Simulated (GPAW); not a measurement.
The system is BN.

```
N B
1.0
     2.55394    0.00000    0.00000
    -1.27697    2.21178    0.00000
     0.00000    0.00000    4.22685
N B
2 2
Cartesian
  0.0000 1.4745 0.5295
  1.2770 0.7373 2.6430
  0.0000 1.4745 2.1123
  1.2770 0.7373 4.2257
```

Measurements of this composition are mostly on another form, of space group No. 194.

- Program: GPAW 26.7.0
- Task: relaxation of cell and atoms
- Functional: PBEsol
- Dispersion: D3(BJ)
- Potentials or basis: PAW data sets generated in the run's folder for this functional
- Cutoff: 800 eV
- Basis: pw
- k mesh: 9 × 9 × 5
- Occupations: fermi-dirac, width 0.05 eV
- Spin: no spin polarisation

At the start: pressure -11.0 GPa; volume 5.97 Å³/atom.

**Question.** Where does the relaxation end?

**Answer.** Over 4 steps the energy falls by 4.5 meV/atom and the volume is 5.80 Å³/atom (-2.9 %); space group P6_3mc (No. 186, to 0.05 Å).

Step by step:
```
step  energy change (eV)  largest force (eV/Å)  pressure (GPa)  volume (Å³)
   1              0.0000                0.0116          -10.99        23.88
   2             -0.0059                0.0007           -9.41        23.77
   3             -0.0181                0.0219            0.20        23.18
   4             -0.0182                0.0068           -0.01        23.19
```

Final structure:
```
CELL_PARAMETERS angstrom
2.52965 0.00000 0.00000
-1.26483 2.19074 0.00000
0.00000 0.00000 4.18456
ATOMIC_POSITIONS crystal
N 0.33333 0.66667 0.12530
N 0.66667 0.33333 0.62530
B 0.33333 0.66667 0.49971
B 0.66667 0.33333 0.99971
```

Caveat: later steps reuse the first step's grids.
